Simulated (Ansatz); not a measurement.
# Relaxing Bi in the fcc type

First guess:

```
CELL_PARAMETERS angstrom
0.00000 2.21335 2.21335
2.21335 0.00000 2.21335
2.21335 2.21335 0.00000
ATOMIC_POSITIONS crystal
Bi 0.00000 0.00000 0.00000
```

The calculation used DFT, PBE, PAW with Ansatz's default frozen-core files, scalar-relativistic in Ansatz 0.2.0.

Cell and atoms relax within the symmetry of the start on a 16×16×16 k mesh with 0.05 eV Fermi–Dirac smearing.

The start is built from a prototype, known or not as a phase of this compound; the cutoff is 420 eV.

Spin–orbit coupling is left out, though it moves levels of the heavy atoms by tenths of an eV or more.

Task: What is the pressure of the first guess?

Result: 47.7 GPa.

Task: What does it relax to?

Result: a = 5.029 Å, b = 5.029 Å, c = 5.029 Å, α = 90.00°, β = 90.00°, γ = 90.00° (conventional cell), 31.80 Å³ per atom:
Space group Fm-3m (No. 225). a = 5.029 Å, b = 5.029 Å, c = 5.029 Å, α = 90.00°, β = 90.00°, γ = 90.00°
```csv
atom,site,symmetry,x,y,z
Bi,4a,m-3m,0.0000,0.0000,0.0000
```

Task: How much energy does the relaxation release?

Result: 1054 meV/atom.
